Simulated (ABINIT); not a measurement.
**Pd in ABINIT: the effect of functional**

Crystal: Pd.

```
Pd
1.0
     2.78367    0.00000    0.00000
    -1.39183    2.41072    0.00000
     0.00000    0.00000    4.62889
Pd
2
Direct
  0.33333 0.66667 0.25000
  0.66667 0.33333 0.75000
```

This isn't the form of Pd at room conditions, which is fcc.

Alike in all runs:

```yaml
Program: ABINIT 10.8.3 (patched build)
Task: single point
Potentials_or_basis: JTH PAW PBE v2.0
Cutoff: 707 eV
k_mesh: 11 × 11 × 6
Occupations: fermi-dirac, width 0.05 eV
Spin: no spin polarisation
```

```tsv
functional	pressure (GPa)
PBE	-1.8
LDA	-15.9
PBEsol	-10.7
RPBE	2.6
BLYP	8.4
AM05	-11.2
r2SCAN	-3.8
SCAN	-7.2
revPBE	1.3
PW91	-1.8
WC	?
```

Task: What does the run with functional WC give?

Result: Pressure -9.5 GPa.

Caveats: the PAW data sets were made with another functional, which shifts forces and pressure a little (some runs).
